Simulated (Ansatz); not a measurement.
# CdS (Fm-3m): following an unstable mode, part 2 of 3

Which phase does CdS (Fm-3m) fall into along its unstable mode, and how much energy does it gain?

Ansatz 0.2.0; DFT LDA, scalar-relativistic, plane waves, PAW; PAW set soft_1.

So far, highest frequency on the path or at a solved wavevector (cm⁻¹): step 2 (response at finite wavevector) 286. Also lowest frequency on the path (cm⁻¹): step 2 -71.7.

**5. Energy along the mode, all amplitudes (two of the runs are shown above)**

An imaginary frequency means negative curvature, so the energy should fall and then rise again as anharmonic terms take over.

Numbers from this step:

```yaml
depth_at_the_lowest_point_sampled: 0.199 meV/atom
largest_atomic_shift_at_that_point: 0.04 Å
```

Energy from the parent against largest atomic shift:

```
largest atomic shift (Å)  energy from the parent (meV/atom)
                  0.0000                                  0
                  0.0400                             -0.199
                  0.0800                             -0.138
                  0.1400                               2.26
                  0.2200                               12.2
```

Displacement at unit largest shift by atom:

```
atom   x (Å)   y (Å)   z (Å)   size
 Cd1   0.000   0.000   0.000  0.000
 Cd2   0.000   0.000   0.000  0.000
  S3  -0.618   0.771   0.153  1.000
  S4   0.618  -0.771  -0.153  1.000
```

The lowest of the steps tried is at 0.04 Å, 0.199 meV/atom below the parent; the bottom of the well need not coincide with a step.

**6. Relaxing from the distorted cell**

Starting from the lowest point found, all atoms and the cell are let go, so that strain and other modes of the same symmetry can join in.

input.yaml

```yaml
crystal:
  lattice:
    - [0.0, 2.6698506594, 2.6698506594]
    - [-2.6698506594, 2.6698506594, 0.0]
    - [-2.6698506594, -2.6698506594, 5.3397013187]
  atoms:
    - { symbol: Cd, position: [0.0, 1.0, 1.0] }
    - { symbol: Cd, position: [0.0, 0.5, 0.5] }
    - { symbol: S, position: [0.5022947435, 0.2592585134, 0.75] }
    - { symbol: S, position: [0.4977052565, 0.7407414866, 0.25] }
kpoints:
  mp_grid: { grid: [15, 15, 15] }
hamiltonian:
  xc: lda
  pseudopotentials: { kind: paw, azcp: { folder: soft_1 }, xc_functional: pbe }
scf:
  occupations: { method: methfessel_paxton, width: 0.2 }
output:
  forces: true
  stress: true
  eigenvalues: true
  write_density: true
  write_potential: true
  elf: true
  volumetric_format: npy
relax:
  adjacent_minimum: "off"
  f_tol: 0.002
  max_steps: 120
  cell: { stress_tol: 0.03 }
```

Run with:

```bash
> ansatz run input.yaml --threads 4 --pin off --max-ram 10240MiB --backend cpu --events-out ev --progress --plain --runs-dir out
```

Numbers of over 12 decimals in the logs are rounded to 6 here.

The program printed:

```text
[...]
Crystal: 4 atoms, lattice volume = 76.124 Å³
Basis set: ecut = 420 eV, 1479 PW (Γ)
Bands: 32, of which v1, the nominal top of the filled ones, is band 26 counted from 1 (25 counted from 0)
Symmetry: 2 space group operations
[...]
k-points: 1688 of 3375
[...]
SCF iter   1: F=—  HF=-17977.215150 eV  |F-HF|=—  |Δ(HF+E_count)|=         —  Δρ=2.46e-2  dr2=3.45e-1  ethr=3.10e-3  ⟨swp⟩=6.5  Hψ=227152  notcnv=0
[...]
SCF iter   7: F=-17977.114901 eV  HF=-17977.114901 eV  |F-HF|=9.93e-10  |Δ(HF+E_count)|=   1.17e-7  S|Δr|=    0.00e0  Δρ=3.58e-6  dr2=8.37e-9  ethr=1.92e-10  ⟨swp⟩=14.8  Hψ=423501  notcnv=0
SCF 1 converged in 7 iterations: F = -17977.114901 eV  dr2 = 8.37e-9
[...]
relax step   1: F+E_penalty+E_count = -17977.11490065 eV  Δ(F+E_penalty+E_count) = +0.000e0 eV  max|allowed force component| = 8.248e-3 eV/Å  Δτ_max = 0.0000 Å  P = +0.063 GPa  Ω = 76.124 Å³  (7 SCF iters, dr2 threshold 1.00e-7 eV, accepted)
Crystal: 4 atoms, lattice volume = 76.206 Å³
[...]
SCF iter   4: F=-17977.114938 eV  HF=-17977.114938 eV  |F-HF|=3.65e-9  |Δ(HF+E_count)|=   1.95e-9  S|Δr|=    0.00e0  Δρ=2.81e-6  dr2=5.70e-9  ethr=4.51e-11  ⟨swp⟩=9.9  Hψ=358944  notcnv=0
SCF 2 converged in 4 iterations: F = -17977.114938 eV  dr2 = 5.70e-9
relax step   2: F+E_penalty+E_count = -17977.11493803 eV  Δ(F+E_penalty+E_count) = -3.739e-5 eV  max|allowed force component| = 8.678e-3 eV/Å  Δτ_max = 0.0018 Å  P = -0.031 GPa  Ω = 76.206 Å³  energy of the carried Pulay correction = -1.845e-5 eV  (4 SCF iters, dr2 threshold 2.35e-8 eV, accepted)
Crystal: 4 atoms, lattice volume = 76.228 Å³
[...]
SCF iter   4: F=-17977.114992 eV  HF=-17977.114992 eV  |F-HF|=3.35e-10  |Δ(HF+E_count)|=   1.53e-9  S|Δr|=    0.00e0  Δρ=1.49e-6  dr2=1.87e-9  ethr=1.09e-11  ⟨swp⟩=9.8  Hψ=362912  notcnv=0
SCF 3 converged in 4 iterations: F = -17977.114992 eV  dr2 = 1.87e-9
relax step   3: F+E_penalty+E_count = -17977.11499187 eV  Δ(F+E_penalty+E_count) = -5.384e-5 eV  max|allowed force component| = 8.245e-3 eV/Å  Δτ_max = 0.0031 Å  P = -0.049 GPa  Ω = 76.228 Å³  energy of the carried Pulay correction = -2.347e-5 eV  (4 SCF iters, dr2 threshold 5.65e-9 eV, accepted)
[...]
relax step   4: F+E_penalty+E_count = -17977.11509570 eV  Δ(F+E_penalty+E_count) = -1.038e-4 eV  max|allowed force component| = 5.525e-3 eV/Å  Δτ_max = 0.0236 Å  P = -0.073 GPa  Ω = 76.326 Å³  energy of the carried Pulay correction = -4.545e-5 eV  (5 SCF iters, dr2 threshold 1.46e-8 eV, accepted)
[...]
relax step   5: F+E_penalty+E_count = -17977.11517916 eV  Δ(F+E_penalty+E_count) = -8.345e-5 eV  max|allowed force component| = 4.288e-3 eV/Å  Δτ_max = 0.0069 Å  P = +0.010 GPa  Ω = 76.234 Å³  energy of the carried Pulay correction = -2.481e-5 eV  (4 SCF iters, dr2 threshold 2.46e-8 eV, accepted)
[...]
relax step   6: F+E_penalty+E_count = -17977.11518508 eV  Δ(F+E_penalty+E_count) = -5.920e-6 eV  max|allowed force component| = 3.086e-4 eV/Å  Δτ_max = 0.0013 Å  P = +0.001 GPa  Ω = 76.238 Å³  energy of the carried Pulay correction = -2.562e-5 eV  (5 SCF iters, dr2 threshold 1.15e-9 eV, accepted)
[...]
SCF iter   4: F=-17977.115211 eV  HF=-17977.115211 eV  |F-HF|=0.00e0  |Δ(HF+E_count)|=    0.00e0  S|Δr|=    0.00e0  Δρ=1.58e-7  dr2=4.99e-12  ethr=1.00e-12  ⟨swp⟩=6.4  Hψ=284019  notcnv=0
SCF 7 converged in 4 iterations: F = -17977.115211 eV  dr2 = 4.99e-12
relax step   7: F+E_penalty+E_count = -17977.11521088 eV  Δ(F+E_penalty+E_count) = -2.580e-5 eV  max|allowed force component| = 3.088e-4 eV/Å  Δτ_max = 0.0000 Å  P = +0.001 GPa  Ω = 76.238 Å³  stress off target by 4.46e-3 GPa  SCF on the basis re-selected at this cell (its energy is not comparable with the rows above)  (4 SCF iters)
basis re-selected at this cell: Δ(F+E_penalty+E_count) = -2.580e-5 eV, ΔP = -0.000 GPa vs the last step (what re-selecting the basis moved, of the pressure what is left beyond the Pulay correction that the steps carried, after the strain that the cell walked since its last selection, with what the two solves' SCF thresholds leave and, on support functions, any second-order correction that the steps lacked; it is no m [...]
SCF converged after 4 iterations
[...]
Free energy (F): -17977.115211 eV
[...]
Internal energy: -17977.120113 eV  (E = F + TS)
E sigma→0 (E₀):  -17977.116437 eV
Entropy (-TS):   0.004903 eV (1.226 meV/atom)
Fermi energy:    10.758201 eV
[...]
--- Forces (eV/Å), atoms counted from 1 ---
  atom   1  Cd     0.00000000     0.00000000     0.00000000
  atom   2  Cd     0.00000000     0.00000000     0.00000000
  atom   3  S      0.00001770    -0.00030877     0.00019212
  atom   4  S     -0.00001770     0.00030877    -0.00019212
  max |Σ_I F_I| component: 0.00e0 eV/Å
--- Stress (GPa, compression-positive) ---
        0.003941      -0.000469      -0.001296
       -0.000469      -0.001869      -0.000199
       -0.001296      -0.000199       0.001074
  P = ⅓ Tr σ = 0.0010 GPa (0.010 kbar)
--- Band table (eV; the first three rows and the last of 1688) ---
  k-point 0: bands = [... 22 lower, 9.7197, 9.7332, 10.6745, 10.6777, 11.6736, 13.8838, 16.2986, 16.3013, ... 2 higher]
  k-point 1: bands = [... 22 lower, 9.7172, 9.7337, 10.6633, 10.6658, 11.8051, 13.9003, 16.3325, 16.3351, ... 2 higher]
  k-point 2: bands = [... 22 lower, 9.7436, 9.7595, 10.6293, 10.6312, 12.1240, 13.9473, 16.4328, 16.4351, ... 2 higher]
  k-point 1687: bands = [... 22 lower, 7.9688, 8.1886, 10.2845, 10.5590, 11.0613, 14.1637, 15.8755, 16.4158, ... 2 higher]
--- Relaxed structure (6 steps of the walk, 6 accepted, 1 SCFs on fresh bases) ---
  F+E_penalty+E_count = -17977.11521088 eV   max|allowed force component| = 3.088e-4 eV/Å   (the final SCF, on the basis selected at the relaxed cell)
  cell:  # Å, volume = 76.2377 Å³
    - [-0.00349278, 2.670824, 2.672683]
    - [-2.673373, 2.672676, 0.0016411]
    - [-2.670976, -2.666997, 5.345031]
  atoms:
    - { symbol: Cd, position: [2.220446049250313e-16, 1.0, 1.000000] }
    - { symbol: Cd, position: [1.1102230246251565e-16, 0.5, 0.500000] }
    - { symbol: S, position: [0.504529, 0.263514, 0.750002] }
    - { symbol: S, position: [0.495471, 0.736486, 0.249998] }
```

It took 4.6 min on 4 threads of Arm Neoverse V2, shared host; peak memory 2.7 GiB; 18 min of CPU time.

Step by step:

```
step  energy less that of the first step (eV)  largest force component (eV/Å)  pressure (GPa)  volume (Å³)
   1                                   0.0000                          0.0082            0.06        76.12
   2                                   0.0000                          0.0087           -0.03        76.21
   3                                  -0.0001                          0.0082           -0.05        76.23
   4                                  -0.0002                          0.0055           -0.07        76.33
   5                                  -0.0003                          0.0043            0.01        76.23
   6                                  -0.0003                          0.0003            0.00        76.24
  7*                                  -0.0003                          0.0003            0.00        76.24
```

Relaxation steps marked * repeat the geometry before them on a plane-wave basis chosen anew for their cell, so energy and pressure can jump there.

Forces are held to the 2 operations that the run works with; a distortion that breaks them can't arise in this run.

```
     cell as run  before  after  change
           a (Å)   3.776  3.778  +0.1 %
           b (Å)   3.776  3.780  +0.1 %
           c (Å)   6.540  6.543  +0.1 %
           α (°)   90.00  89.95  -0.1 %
           β (°)   73.22  73.14  -0.1 %
           γ (°)   60.00  59.95  -0.1 %
volume (Å³/atom)   19.03  19.06  +0.1 %
```

The atoms that moved most (Å, as changes of fractional coordinates times the final cell):

```
atom      dx      dy      dz  length
  S3  -0.011   0.017   0.006   0.022
  S4   0.011  -0.017  -0.006   0.022
```

Final coordinates:

```xyz
4
Lattice="-0.0035 2.6708 2.6727 -2.6734 2.6727 0.0016 -2.6710 -2.6670 5.3450" Properties=species:S:1:pos:R:3 pbc="T T T"
Cd   -5.3443    0.0057    5.3467
Cd   -2.6722    0.0028    2.6733
S    -2.7095    0.0515    5.3577
S    -2.6384    2.6250    2.6617
```

This step gave:

```
pressure          : 0.001049 GPa
volume per atom   : 19.06 Å³
gap on the k-mesh : 0.2149 eV
```

Electrostatic potential energy in the bc plane at fractional x = 0.000, with atoms of Cd within 0.2 Å of it. With pseudopotentials it is smooth inside the atoms' cores, unlike the true potential.

Values in eV, 24 rows by 14 columns, each cell a mean:
```
-23 -20 -15  -6   6  12  14  14  14  11   4 -10 -16 -21
-18 -16 -11  -1   9  13  14  14  14  12   7  -5 -13 -16
-11  -9  -3   7  11  13  14  15  14  13  11   4  -5 -10
  3   5   8  12  13  14  15  15  14  14  13  11   8   4
 11  11  12  13  14  14  15  14  15  14  14  13  12  11
 14  14  14  14  14  14  14  14  14  14  14  14  14  14
 14  14  14  14  14  13  12  12  12  13  14  14  14  14
 15  14  14  13  12  10   7   6   8  10  12  14  14  14
 14  14  13  11   6  -1  -7  -9  -6   1   8  12  14  14
 14  14  12   8  -2 -11 -15 -16 -14  -9   1  10  13  14
 14  14  12   4  -8 -16 -21 -23 -19 -14  -6   7  12  14
 14  14  11   1 -11 -18 -24 -24 -23 -16  -9   6  12  14
 14  14  11   3  -9 -16 -22 -24 -21 -15  -8   7  12  14
 14  14  12   7  -4 -12 -16 -18 -15 -11  -2   9  13  14
 14  14  13  10   5  -4  -9 -10  -8  -2   6  12  13  14
 15  14  14  13  11   7   3   2   4   8  11  13  14  14
 14  14  14  14  13  12  12  11  12  13  14  14  14  14
 14  14  14  14  14  14  14  14  14  14  14  14  14  14
 12  12  13  14  14  14  14  14  14  14  14  14  13  12
  5   7  10  12  13  14  15  15  14  14  13  11   9   6
 -7  -5   1   9  12  14  14  15  14  13  12   7  -1  -6
-16 -14 -10   1  10  13  14  14  14  12   8  -3 -11 -15
-22 -20 -14  -5   7  12  14  14  14  11   4  -9 -16 -20
-24 -22 -16  -8   5  12  14  14  13  11   2 -11 -18 -23
```
Columns run along b (3.8 Å; values clipped at the 3rd and 97th percentile), rows up along c (6.5 Å). Atoms in or near the plane, at fractional coordinates: Cd at (0.00, 0.00), Cd at (0.50, 0.50).

ELF in the bc plane at fractional x = 0.000, with atoms of Cd within 0.2 Å of it. It is the smooth field of the valence electrons, not physical close to the nuclei.

Ten even steps from '0' (0.08) to '9' (0.96), each cell a mean:
```
86421000001247
54310000000234
22100001100122
11000011100001
00000011100000
00000000000000
11000000000001
21100000000001
11000122210001
00001234321000
00012468632000
00012599842100
00012479732000
00002345421000
11001222210001
11000011100011
11000000000011
10000000000000
00000011000000
10000111100000
22100011000012
43210000000123
86320000001246
98421000001258
```
Columns run along b (3.8 Å), rows up along c (6.5 Å). Atoms in or near the plane, at fractional coordinates: Cd at (0.00, 0.00), Cd at (0.50, 0.50).

Valence density in the bc plane at fractional x = 0.000, with atoms of Cd within 0.2 Å of it. It is the smooth field of the valence electrons, not physical close to the nuclei.

Ten steps, logarithmic in the rise over the least value, from '0' (0 e/Å³) to '9' (24 e/Å³), each cell a mean:
```
98631000001478
77521000001357
54310000000134
11100000000011
00000000000000
00000000000000
00000000000000
00000011100000
00001234321000
00012567642000
00014789863100
00025799974100
00024799864100
00013577752100
00001345421000
00000122110000
00000000000000
00000000000000
00000000000000
11000000000011
43210000000123
76420000001356
98631000001478
99741000001579
```
Columns run along b (3.8 Å), rows up along c (6.5 Å). Atoms in or near the plane, at fractional coordinates: Cd at (0.00, 0.00), Cd at (0.50, 0.50).

The distorted start has space group P-1; the relaxation ends in P-1.

**7. The new phase in its own primitive cell**

The relaxed structure is symmetrised, reduced to its primitive cell and relaxed tightly, as its phonons need.

input.yaml, the sections that differ from step 6:

```yaml
crystal:
  lattice:
    - [3.7766023247, 0.0, 0.0]
    - [-1.8865040094, 3.2737820689, 0.0]
    - [-0.0068783402, -2.1741528051, 6.1662187335]
  atoms:
    - { symbol: Cd, position: [0.0, 0.0, 0.0] }
    - { symbol: Cd, position: [0.5, 0.0, 0.5] }
    - { symbol: S, position: [0.7364856319, 0.4819543333, 0.2499975372] }
    - { symbol: S, position: [0.2635143681, 0.5180456667, 0.7500024628] }
kpoints:
  mp_grid: { grid: [10, 10, 6] }
output:
  forces: true
  stress: true
  eigenvalues: true
relax:
  adjacent_minimum: "off"
  f_tol: 0.001
  max_steps: 60
  cell: { stress_tol: 0.01 }
# hamiltonian, scf: as in step 6
```

The program printed:

```text
[...]
Crystal: 4 atoms, lattice volume = 76.238 Å³
Basis set: ecut = 420 eV, 1479 PW (Γ)
Bands: 32, of which v1, the nominal top of the filled ones, is band 26 counted from 1 (25 counted from 0)
Symmetry: 2 space group operations
[...]
k-points: 304 of 600
[...]
--- Relaxed structure (5 steps of the walk, 4 accepted, 1 SCFs on fresh bases) ---
[...]
cell:  # Å, volume = 76.2208 Å³
    - [3.776373, -7.64241107636867e-5, 0.000374006]
    - [-1.886456, 3.273039, -0.000886071]
    - [-0.00622327, -2.174951, 6.167162]
  atoms:
    - { symbol: Cd, position: [0.0, 0.0, 0.0] }
    - { symbol: Cd, position: [0.5, 0.0, 0.500000] }
    - { symbol: S, position: [0.737753, 0.483585, 0.249999] }
    - { symbol: S, position: [0.262247, 0.516415, 0.750001] }
[key lines of the parts left out:]
SCF converged after 5 iterations
Free energy (F): -17977.115443 eV
Fermi energy:    10.778754 eV
P = ⅓ Tr σ = 0.0001 GPa (0.001 kbar)
```

Run time: 42 s. Hardware: 4 threads; peak memory 0.78 GiB.

Step by step:

```
step  energy less that of the first step (eV)  largest force component (eV/Å)  pressure (GPa)  volume (Å³)
   1                                   0.0000                          0.0037            0.00        76.24
   2                                   0.0000                          0.0033            0.00        76.24
   3                                   0.0000                          0.0032            0.02        76.21
   4                                   0.0000                          0.0119           -0.04        76.24
   5                                   0.0000                          0.0001            0.00        76.22
  6*                                   0.0000                          0.0001            0.00        76.22
```

Relaxation steps marked * repeat the geometry before them on a plane-wave basis chosen anew for their cell, so energy and pressure can jump there. Relaxation step 4 was tried and not accepted.

The run keeps the 2 symmetry operations that it works with, so distortions that break them were not tested.

```
     cell as run  before   after  change
           a (Å)   3.777   3.776  -0.0 %
           b (Å)   3.778   3.778  -0.0 %
           c (Å)   6.538   6.539  +0.0 %
           α (°)  106.71  106.73  +0.0 %
           β (°)   90.06   90.05  -0.0 %
volume (Å³/atom)   19.06   19.06  -0.0 %
```

The relaxed structure:

```xyz
4
Lattice="3.7764 -0.0001 0.0004 -1.8865 3.2730 -0.0009 -0.0062 -2.1750 6.1672" Properties=species:S:1:pos:R:3 pbc="T T T"
Cd    0.0000    0.0000    0.0000
Cd    1.8851   -1.0875    3.0838
S     1.8722    1.0390    1.5416
S     0.0115    0.0590    4.6250
```

This step gave:

| Item | Value |
| --- | --- |
| pressure | 1.46e-4 GPa |
| gap on the k-mesh | 0.1748 eV |
| direct gap on mesh | 0.1761 eV |

The largest force component left is 0.072 meV/Å and the pressure is 0.000 GPa, within the tolerances set. The cell now holds 19.06 Å³/atom.

(Part 2 of 3 ends here.)

[Logs are printed without paths, hosts, clocks, repeated set-up lines and the standing remarks that a program may print on its own settings, such as how far it seeks lower states.]

[Hosts, paths, dates, database ids (printed as entryN), source tags and the programs' standing remarks are cut or masked in the printed files.]
